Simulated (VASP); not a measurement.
# RbBr (Fm-3m) in VASP: a series of runs, part 2 of 2

VASP 6.6.1. The steps go on from the part before.

**3. Phonons, PBEsol, target pressure 1.5 GPa, at which the enthalpy is minimised**

The input, POSCAR:

```
RbBr
1.0
   -0.0000000000      3.4260584454      3.4260584454
    3.4260584454      0.0000000000      3.4260584454
    3.4260584454      3.4260584454     -0.0000000000
  Rb              Br
     1     1
Direct
     1.0000000000000000    0.0000000000000000    0.0000000000000000
     0.5000000000000000    0.5000000000000000    0.5000000000000000
```

The input, INCAR.step1:

```
PREC = Accurate
ENCUT = 600
EDIFF = 1E-8
ISMEAR = 0
SIGMA = 0.03
LREAL = False
LASPH = True
NELM = 80
ALGO = Normal
ISIF = 3
LWAVE = False
LCHARG = False
GGA = PS
PSTRESS = 15.0
IBRION = 2
NSW = 40
EDIFFG = -0.002
```

The input, INCAR.step2:

```
PREC = Accurate
ENCUT = 600
EDIFF = 1E-8
ISMEAR = 0
SIGMA = 0.03
LREAL = False
LASPH = True
NELM = 80
ALGO = Normal
ISIF = 2
LWAVE = False
LCHARG = False
GGA = PS
PSTRESS = 15.0
IBRION = 6
NFREE = 2
POTIM = 0.015
NSW = 1
```

The input, KPOINTS:

```
regular mesh
0
Gamma
  8 8 8
```

Potentials or basis: VASP PAW PBE potentials, release 64 (Rb_sv, Br).

Run with:

```bash
$ cat potpaw_PBE.64/Rb_sv/POTCAR potpaw_PBE.64/Br/POTCAR > POTCAR
$ cp INCAR.step1 INCAR
$ mpirun -np 1 vasp_std > vasp.out
$ cp CONTCAR POSCAR
$ cp INCAR.step2 INCAR
$ mpirun -np 1 vasp_std > vasp.out
```

OUTCAR:

```text
PREC = Accurate
   ENCUT = 600
   EDIFF = 1E-8
   ISMEAR = 0
   LREAL = False
   LASPH = True
   NELM = 80
   ISIF = 2
   GGA = PS
   PSTRESS = 15.0
   IBRION = 6
   NFREE = 2
   POTIM = 0.015
   NSW = 1

 ion  position               nearest neighbor table
   1  0.000  0.000  0.000-   2 3.33   2 3.33   2 3.33   2 3.33   2 3.33   2 3.33
   2  0.500  0.500  0.500-   1 3.33   1 3.33   1 3.33   1 3.33   1 3.33   1 3.33

  LATTYP: Found a face centered cubic cell.
 ALAT       =     6.6554652455

  Lattice vectors:

 A1 = (   0.0000000000,   3.3277326227,   3.3277326227)
 A2 = (   3.3277326227,   0.0000000000,   3.3277326227)
 A3 = (   3.3277326227,   3.3277326227,   0.0000000000)

[... 713 lines left out ...]
  --------------------------------------------------------------------------------------
  -------------------------------------------------------------------------------------
  Total        0.6946338      0.6917377      0.6917377      0.0000000      0.0000000      0.0000000
  in kB       15.1004954     15.0375379     15.0375379      0.0000000      0.0000000      0.0000000
  external PRESSURE =       0.0585237 kB  Pullay stress =      15.0000000 kB
[... 21 lines left out ...]
  energy  without entropy=       -6.3264112909  energy(sigma->0) =       -6.32641129

  enthalpy is  TOTEN    =        -5.6364004008 eV   P V=        0.6900108901

 INTERNAL STRAIN TENSORS FROM DISPLACED ATOMS
 ============================================

 INTERNAL STRAIN TENSOR FOR ION    1 for displacements in x,y,z  (eV/Angst):
          X           Y           Z          XY          YZ          ZX
  --------------------------------------------------------------------------------
  x     0.00000     0.00000     0.00000     0.00000     0.00000     0.00000
  y     0.00000     0.00000     0.00000     0.00000     0.00000     0.00000
  z     0.00000     0.00000     0.00000     0.00000     0.00000     0.00000

 INTERNAL STRAIN TENSOR FOR ION    2 for displacements in x,y,z  (eV/Angst):
          X           Y           Z          XY          YZ          ZX
  --------------------------------------------------------------------------------
  x     0.00000     0.00000     0.00000     0.00000     0.00000     0.00000
  y     0.00000     0.00000     0.00000     0.00000     0.00000     0.00000
  z     0.00000     0.00000     0.00000     0.00000     0.00000     0.00000

 Eigenvectors and eigenvalues of the dynamical matrix
 ----------------------------------------------------

   1 f  =    3.136412 THz    19.706656 2PiTHz  104.619436 cm-1    12.971151 meV
             X         Y         Z           dx          dy          dz
      0.000000  0.000000  0.000000     0.000000    0.695475    0.000000
      3.327733  3.327733  3.327733     0.000000   -0.718550    0.000000
[... 21 lines left out ...]
   6 f/i=    0.001595 THz     0.010019 2PiTHz    0.053187 cm-1     0.006594 meV
             X         Y         Z           dx          dy          dz
      0.000000  0.000000  0.000000     0.000000    0.000000    0.718550
      3.327733  3.327733  3.327733     0.000000    0.000000    0.695475

 ELASTIC MODULI CONTR FROM IONIC RELAXATION (kBar)
 Direction    XX          YY          ZZ          XY          YZ          ZX
 --------------------------------------------------------------------------------
 XX           0.0000      0.0000      0.0000      0.0000      0.0000      0.0000
 YY           0.0000      0.0000      0.0000      0.0000      0.0000      0.0000
 ZZ           0.0000      0.0000      0.0000      0.0000      0.0000      0.0000
 XY           0.0000      0.0000      0.0000      0.0000      0.0000      0.0000
 YZ           0.0000      0.0000      0.0000      0.0000      0.0000      0.0000
 ZX           0.0000      0.0000      0.0000      0.0000      0.0000      0.0000
 --------------------------------------------------------------------------------
```

It took 5.4 min on 1 thread of Intel Xeon Platinum 8488C (Sapphire Rapids), shared host; peak memory 0.31 GiB.

What came out:

| Quantity | Value |
| --- | --- |
| Relaxed volume | 36.85 Å³/atom |
| Relaxed cell | a = 4.706 Å, b = 4.706 Å, c = 4.706 Å, α = 60.00°, β = 60.00°, γ = 60.00° |
| Space group after relaxing (to 0.05 Å) | Fm-3m (No. 225) |
| Highest phonon frequency at Γ, LO-TO splitting left out | 105 cm⁻¹ |

Step by step:
| step | energy change (eV) | largest force (eV/Å) | pressure (GPa) | volume (Å³) |
| --- | --- | --- | --- | --- |
| 1 | 0.0000 | 0.0000 | -0.01 | 80.43 |
| 2 | 0.0110 | 0.0000 | 0.87 | 76.10 |
| 3 | 0.0272 | 0.0000 | 1.46 | 73.85 |
| 4 | 0.0286 | 0.0000 | 1.50 | 73.70 |

Final structure:
```yaml
crystal:
  lattice:
    - [0.00000, 3.32773, 3.32773]
    - [3.32773, 0.00000, 3.32773]
    - [3.32773, 3.32773, 0.00000]
  atoms:
    - { symbol: Rb, position: [0.00000, 0.00000, 0.00000] }
    - { symbol: Br, position: [0.50000, 0.50000, 0.50000] }
```

Phonon frequencies in cm⁻¹ (negative: imaginary):
| q point | frequencies |
| --- | --- |
| (0.000, 0.000, 0.000) | 0 0 0 105 105 105 |

Caveat: the PAW data sets were made with another functional, which shifts forces and pressure a little.

**4. Dielectric tensor, PBEsol**

This run uses another cell than the first one, of 36.85 Å³/atom, 0.916 times its volume.

The input, INCAR:

```
PREC = Accurate
ENCUT = 600
EDIFF = 1E-8
ISMEAR = 0
SIGMA = 0.03
LREAL = False
LASPH = True
NELM = 80
ALGO = Normal
ISIF = 2
LWAVE = False
LCHARG = False
GGA = PS
LEPSILON = True
```

The input, KPOINTS:

```
regular mesh
0
Monkhorst-Pack
  12 12 12
```

The input, POSCAR:

```
RbBr                                    
1.0
   -0.0000000000      3.3277326227      3.3277326227
    3.3277326227     -0.0000000000      3.3277326227
    3.3277326227      3.3277326227      0.0000000000
  Rb              Br            
     1     1
Direct
     0.0000000000000000    0.0000000000000000    0.0000000000000000
     0.5000000000000000    0.5000000000000000    0.5000000000000000
```

Potentials or basis: VASP PAW PBE potentials, release 64 (Rb_sv, Br).

Run with:

```bash
$ cat potpaw_PBE.64/Rb_sv/POTCAR potpaw_PBE.64/Br/POTCAR > POTCAR
$ mpirun -np 1 vasp_std > vasp.out
```

OUTCAR:

```text
PREC = Accurate
   ENCUT = 600
   EDIFF = 1E-8
   ISMEAR = 0
   LREAL = False
   LASPH = True
   NELM = 80
   ISIF = 2
   GGA = PS
   LEPSILON = True

 ion  position               nearest neighbor table
   1  0.000  0.000  0.000-   2 3.33   2 3.33   2 3.33   2 3.33   2 3.33   2 3.33
   2  0.500  0.500  0.500-   1 3.33   1 3.33   1 3.33   1 3.33   1 3.33   1 3.33

  LATTYP: Found a face centered cubic cell.
 ALAT       =     6.6554652454

  Lattice vectors:

 A1 = (   0.0000000000,   3.3277326227,   3.3277326227)
 A2 = (   3.3277326227,   0.0000000000,   3.3277326227)
 A3 = (   3.3277326227,   3.3277326227,   0.0000000000)

Analysis of symmetry for initial positions (statically):
=====================================================================
 Subroutine PRICEL returns:
 Original cell was already a primitive cell.

 Routine SETGRP: Setting up the symmetry group for a
 face centered cubic supercell.

 Subroutine GETGRP returns: Found 48 space group operations
 (whereof 48 operations were pure point group operations)
 out of a pool of 48 trial point group operations.

The static configuration has the point symmetry O_h .

Analysis of symmetry for dynamics (positions and initial velocities):
[... 578 lines left out ...]
  ---------------------------------------------------
  free energy    TOTEN  =        -0.39609839 eV

  energy without entropy =       -0.39609839

------------------------ aborting loop because EDIFF is reached ----------------------------------------

 PIEZOELECTRIC TENSOR FIELD DIRECTION 3  (e Angst)
 -----------------------------------------------------------------------------
    -0.00015  0.00000  0.00000           (  0.00000  0.00000  0.00000)
     0.00000 -0.00015 -0.00000           (  0.00000  0.00000  0.00000)
     0.00000  0.00000 -0.00035           (  0.00000  0.00000  0.00000)

 PIEZOELECTRIC TENSOR FIELD DIRECTION 3  (C/m^2)
 -----------------------------------------------------------------------------
    -0.00003  0.00000  0.00000
     0.00000 -0.00003 -0.00000
     0.00000  0.00000 -0.00008

 MACROSCOPIC STATIC DIELECTRIC TENSOR (including local field effects in DFT)
 ------------------------------------------------------
           2.705893     0.000000    -0.000000
           0.000000     2.705893     0.000000
           0.000000    -0.000000     2.705893
 ------------------------------------------------------

 PIEZOELECTRIC TENSOR (including local field effects)  for field in x, y, z        (e  Angst)
          XX          YY          ZZ          XY          YZ          ZX
  --------------------------------------------------------------------------------
  x     0.00000     0.00000     0.00000     0.00000     0.00000     0.00000
  y     0.00000     0.00000     0.00000     0.00000     0.00000     0.00000
  z     0.00000     0.00000     0.00000     0.00000     0.00000     0.00000

 PIEZOELECTRIC TENSOR (including local field effects)  for field in x, y, z        (C/m^2)
          XX          YY          ZZ          XY          YZ          ZX
  --------------------------------------------------------------------------------
  x     0.00000     0.00000     0.00000     0.00000     0.00000     0.00000
  y     0.00000     0.00000     0.00000     0.00000     0.00000     0.00000
  z     0.00000     0.00000     0.00000     0.00000     0.00000     0.00000

 BORN EFFECTIVE CHARGES (including local field effects) (in |e|, cummulative output)
 ---------------------------------------------------------------------------------
 ion    1
    1     1.14414     0.00000     0.00000
    2     0.00000     1.14414     0.00000
    3     0.00000     0.00000     1.14414
 ion    2
    1    -1.14414     0.00000     0.00000
    2     0.00000    -1.14414     0.00000
    3     0.00000     0.00000    -1.14414
```

OSZICAR:

```text
N       E                     dE             d eps       ncg     rms          rms(c)
DAV:   1     0.968753347154E+02    0.96875E+02   -0.74614E+03  4368   0.129E+03
DAV:   2    -0.235842096012E+00   -0.97111E+02   -0.90045E+02  6428   0.200E+02
DAV:   3    -0.636731848334E+01   -0.61315E+01   -0.61032E+01  5564   0.564E+01
[... 12 lines left out ...]
RMM:   9    -0.396101358131E+00   -0.41276E-04   -0.18673E-05 27444   0.636E-03    0.555E-04
RMM:  10    -0.396102144184E+00   -0.78605E-06   -0.19742E-05 28403   0.266E-03    0.266E-04
RMM:  11    -0.396097791199E+00    0.43530E-05   -0.32774E-06 26969   0.129E-03    0.655E-05
RMM:  12    -0.396098800975E+00   -0.10098E-05   -0.35910E-06 28975   0.589E-04    0.478E-05
RMM:  13    -0.396098133657E+00    0.66732E-06   -0.58346E-07 26028   0.329E-04    0.352E-05
RMM:  14    -0.396098385146E+00   -0.25149E-06   -0.55573E-07 21982   0.213E-04    0.966E-06
```

Run time: 52 min. Hardware: 1 thread of Intel Xeon Platinum 8488C (Sapphire Rapids), shared host; peak memory 1.3 GiB.

What came out:

- Electronic dielectric tensor (diagonal): 2.71
- Born charges (mean of the diagonal): Rb +1.14; Br -1.14 e

Electronic dielectric tensor:
```
2.71 0.00 0.00
0.00 2.71 0.00
0.00 0.00 2.71
```

Born effective charge tensors (e):
atom 1, Rb
```
1.14 0.00 0.00
0.00 1.14 0.00
0.00 0.00 1.14
```
atom 2, Br
```
-1.14  0.00  0.00
 0.00 -1.14  0.00
 0.00  0.00 -1.14
```

Caveat: the PAW data sets were made with another functional, which shifts forces and pressure a little.

**5. Elastic constants, PBEsol**

The input, POSCAR:

```
RbBr
1.0
   -0.0000000000      3.4260584454      3.4260584454
    3.4260584454      0.0000000000      3.4260584454
    3.4260584454      3.4260584454     -0.0000000000
  Rb              Br
     1     1
Direct
     1.0000000000000000    0.0000000000000000    0.0000000000000000
     0.5000000000000000    0.5000000000000000    0.5000000000000000
```

The input, INCAR.step1:

```
  ALGO = Normal
  EDIFF = 1E-8
  EDIFFG = -0.002
  ENCUT = 600
  GGA = PS
  IBRION = 2
  ISIF = 3
  ISMEAR = 0
  LASPH = True
  LCHARG = False
  LREAL = False
  LWAVE = False
  NELM = 80
  NSW = 40
  PREC = Accurate
  SIGMA = 0.03
```

The input, INCAR.step2:

```
  ALGO = Normal
  EDIFF = 1E-8
  ENCUT = 600
  GGA = PS
  IBRION = 6
  ISIF = 3
  ISMEAR = 0
  LASPH = True
  LCHARG = False
  LREAL = False
  LWAVE = False
  NELM = 80
  NFREE = 2
  NSW = 1
  POTIM = 0.015
  PREC = Accurate
  SIGMA = 0.03
```

The input, KPOINTS:

```
k-points
0
Gamma
  8 8 8
```

Potentials or basis: VASP PAW PBE potentials, release 64 (Rb_sv, Br).

Run with:

```bash
$ cat potpaw_PBE.64/Rb_sv/POTCAR potpaw_PBE.64/Br/POTCAR > POTCAR
$ cp INCAR.step1 INCAR
$ mpirun -np 1 vasp_std > vasp.out
$ cp CONTCAR POSCAR
$ cp INCAR.step2 INCAR
$ mpirun -np 1 vasp_std > vasp.out
```

OUTCAR:

```text
EDIFF = 1E-8
   ENCUT = 600
   GGA = PS
   IBRION = 6
   ISIF = 3
   ISMEAR = 0
   LASPH = True
   LREAL = False
   NELM = 80
   NFREE = 2
   NSW = 1
   POTIM = 0.015
   PREC = Accurate

 ion  position               nearest neighbor table
   1  0.000  0.000  0.000-   2 3.43   2 3.43   2 3.43   2 3.43   2 3.43   2 3.43
[... 813 lines left out ...]
      0.000000  0.000000  0.000000     0.694797    0.000000   -0.000000
      3.425650  3.425650  3.425650    -0.719206    0.000000   -0.000000
[... 21 lines left out ...]
   6 f/i=    0.001114 THz     0.007001 2PiTHz    0.037169 cm-1     0.004608 meV
             X         Y         Z           dx          dy          dz
      0.000000  0.000000  0.000000     0.178594    0.451417    0.530645
      3.425650  3.425650  3.425650     0.172532    0.436096    0.512635

--------------------------------------------------------------------------------------------------------

 ELASTIC MODULI CONTR FROM IONIC RELAXATION (kBar)
 Direction    XX          YY          ZZ          XY          YZ          ZX
 --------------------------------------------------------------------------------
 XX           0.0000      0.0000      0.0000      0.0000      0.0000      0.0000
 YY           0.0000      0.0000      0.0000      0.0000      0.0000      0.0000
 ZZ           0.0000      0.0000      0.0000      0.0000      0.0000      0.0000
 XY           0.0000      0.0000      0.0000      0.0000      0.0000      0.0000
 YZ           0.0000      0.0000      0.0000      0.0000      0.0000      0.0000
 ZX           0.0000      0.0000      0.0000      0.0000      0.0000      0.0000
 --------------------------------------------------------------------------------

 TOTAL ELASTIC MODULI (kBar)
 Direction    XX          YY          ZZ          XY          YZ          ZX
 --------------------------------------------------------------------------------
 XX         334.6644     41.2355     41.2355     -0.0000      0.0000      0.0000
 YY          41.2355    334.6644     41.2355      0.0000     -0.0000     -0.0000
 ZZ          41.2355     41.2355    334.6644     -0.0000      0.0000      0.0000
 XY          -0.0000      0.0000     -0.0000     40.0311      0.0000      0.0000
 YZ           0.0000     -0.0000      0.0000      0.0000     40.0311      0.0000
 ZX           0.0000     -0.0000      0.0000      0.0000      0.0000     40.0311
 --------------------------------------------------------------------------------
```

OUTCAR.step1:

```text
EDIFF = 1E-8
   EDIFFG = -0.002
   ENCUT = 600
   GGA = PS
   IBRION = 2
   ISIF = 3
   ISMEAR = 0
   LASPH = True
   LREAL = False
[... 630 lines left out ...]
      0.00000      0.00000      0.00000         0.000000      0.000000      0.000000
      3.42565      3.42565      3.42565         0.000000     -0.000000     -0.000000
 -----------------------------------------------------------------------------------
    total drift:                                0.000000     -0.000000     -0.000000

  FREE ENERGIE OF THE ION-ELECTRON SYSTEM (eV)
  ---------------------------------------------------
  free  energy   TOTEN  =        -6.3554326853 eV

  energy  without entropy=       -6.3554326853  energy(sigma->0) =       -6.35543269

 reached required accuracy - stopping structural energy minimisation
```

OSZICAR.step1:

```text
N       E                     dE             d eps       ncg     rms          rms(c)
DAV:   1     0.982576531446E+02    0.98258E+02   -0.72538E+03   696   0.127E+03
DAV:   2    -0.116738301986E-01   -0.98269E+02   -0.92724E+02  1032   0.201E+02
DAV:   3    -0.641662458556E+01   -0.64050E+01   -0.63706E+01   884   0.573E+01
[... 15 lines left out ...]
DAV:   3    -0.635543221672E+01    0.23941E-05   -0.78174E-06  1044   0.176E-02    0.239E-03
DAV:   4    -0.635543243228E+01   -0.21556E-06   -0.26627E-07  1048   0.290E-03    0.123E-03
DAV:   5    -0.635543260299E+01   -0.17071E-06   -0.42187E-08  1112   0.142E-03    0.546E-04
DAV:   6    -0.635543267821E+01   -0.75222E-07   -0.54586E-09   588   0.719E-04    0.144E-04
DAV:   7    -0.635543268528E+01   -0.70679E-08   -0.34552E-10   492   0.156E-04
   2 F= -.63554327E+01 E0= -.63554327E+01  d E =-.129259E-05
```

Wall time 11 min (1 thread of Intel Xeon 6975P-C (Granite Rapids), shared host); peak memory 0.49 GiB.

Results:

```
Elastic constants C11, C12, C44                         : 33, 4, 4 GPa
Voigt bulk modulus                                      : 14 GPa
Highest phonon frequency at Γ, LO-TO splitting left out : 85 cm⁻¹
```

Phonon frequencies in cm⁻¹ (negative: imaginary):
```tsv
q point	frequencies
(0.000, 0.000, 0.000)	0 0 0 85 85 85
```

Elastic tensor in Voigt notation (GPa, in the Cartesian axes of the cell as first typed):
```
33  4  4  0  0  0
 4 33  4  0  0  0
 4  4 33  0  0  0
 0  0  0  4  0  0
 0  0  0  0  4  0
 0  0  0  0  0  4
```

Clamped-ion elastic tensor (GPa):
```
33  4  4  0  0  0
 4 33  4  0  0  0
 4  4 33  0  0  0
 0  0  0  4  0  0
 0  0  0  0  4  0
 0  0  0  0  0  4
```

Caveat: the PAW data sets were made with another functional, which shifts forces and pressure a little.
